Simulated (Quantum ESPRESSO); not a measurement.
Runs of Quantum ESPRESSO 7.5 on Nb4C3. It takes space group Pm-3m (No. 221, cubic). Conventional cell: a = 4.471 Å, b = 4.471 Å, c = 4.471 Å, α = 90.00°, β = 90.00°, γ = 90.00°. Nb (site symmetry m-3m) is surrounded by 6 C at 2.24 Å. Around Nb (site symmetry 4/mmm) lie 4 C at 2.24 Å. Around C (site symmetry 4/mmm) lie 6 Nb at 2.24 Å. The cell comes from a database or a generator and needn't be the stable form of this composition.

| task | level | potentials or basis | form of the LDA correlation | gap on the mesh (eV) | pressure (GPa) | V0 of scaled cells (Å³/atom) | B0 (GPa) |
| --- | --- | --- | --- | --- | --- | --- | --- |
| band structure | LDA | GBRV 1.5 LDA | PZ81 | none | (a) | - | - |
| equation of state | PBEsol | GBRV 1.5 PBEsol | - | - | - | (b) | 286 |
| band structure | PBEsol | GBRV 1.5 PBEsol | - | none | -10.5 | - | - |
| equation of state | LDA | GBRV 1.5 LDA | PZ81 | - | - | 12.10 | 299 |

Alike in all rows: no spin polarisation; cell as given; k mesh 6 × 6 × 6; cutoff (eV) 612; smearing fermi-dirac 0.05 eV.

Problem. Estimate the missing entries.

Solution. (a) -14.7; (b) 12.28.

Caveats: some levels on the path didn't converge (some runs).

A k mesh can miss the band edges, and the runs leave out spin-orbit coupling on Nb.

A gap of «none» marks a metal or a gap under the smearing width.

Not every run made on this cell is shown here.
